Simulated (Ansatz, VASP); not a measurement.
## CdTe: VASP beside Ansatz

Contents of INCAR:

```
SYSTEM = CdTe
  PREC = Accurate
  ENCUT = 520
  EDIFF = 1E-6
  ISMEAR = -1
  SIGMA = 0.15
  LREAL = .FALSE.
  LASPH = .TRUE.
  NELM = 100
  ALGO = Normal
  ISIF = 2
  LWAVE = .FALSE.
  LCHARG = .FALSE.
  GGA = PE
  IVDW = 12
  NBANDS = 16
```

File KPOINTS:

```
regular mesh
0
G
  12 12 12
  0 0 0
```

Contents of POSCAR:

```
CdTe
1.0
    3.7103000000      0.0000000000      0.0000000000
    0.0000000000      3.7103000000      0.0000000000
    0.0000000000      0.0000000000      3.7103000000
Cd Te
1 1
Direct
    0.0000000000      0.0000000000      0.0000000000
    0.5000000000      0.5000000000      0.5000000000
```

Input for Ansatz:

```yaml
crystal:
  lattice:
    - [3.7103, 0.0, 0.0]
    - [0.0, 3.7103, 0.0]
    - [0.0, 0.0, 3.7103]
  atoms:
    - { symbol: Cd, position: [0.0, 0.0, 0.0] }
    - { symbol: Te, position: [0.5, 0.5, 0.5] }
basis:
  ecutwfc: 420
kpoints:
  mp_grid: { grid: [12, 12, 12] }
hamiltonian:
  xc: pbe
  dispersion: d3bj
scf:
  occupations: { method: fermi_dirac, width: 0.15 }
output:
  forces: true
  stress: true
  eigenvalues: true
```

Alike in both runs: task single point; functional PBE; dispersion D3(BJ); k mesh 12 × 12 × 12; occupations fermi-dirac, width 0.15 eV; no spin polarisation.

```csv
,VASP,Ansatz
version,VASP 6.6.1,Ansatz 0.2.0
potentials or method,"VASP PAW PBE potentials, release 64 (Cd, Te)","scalar-relativistic, plane waves, PAW"
plane-wave cutoff (eV),520,420
valence electrons in the cell,18,36
```

Ansatz gave:

* gap on the k mesh at the Fermi level (eV): none
* pressure (GPa): 0.4

What did VASP give for the same quantities?

gap on the k mesh at the Fermi level (eV): none; pressure (GPa): 0.6.

A gap of «none» marks a metal or a gap that the smearing closes. The functional is the same, so the differences come from potentials, cutoffs and numerics. The two sets of potentials don't hold the same shells in valence.

Caveats: pairwise dispersion overbinds metals, which lowers pressure and volume. The runs have no spin-orbit coupling, so splittings on Te are missing.
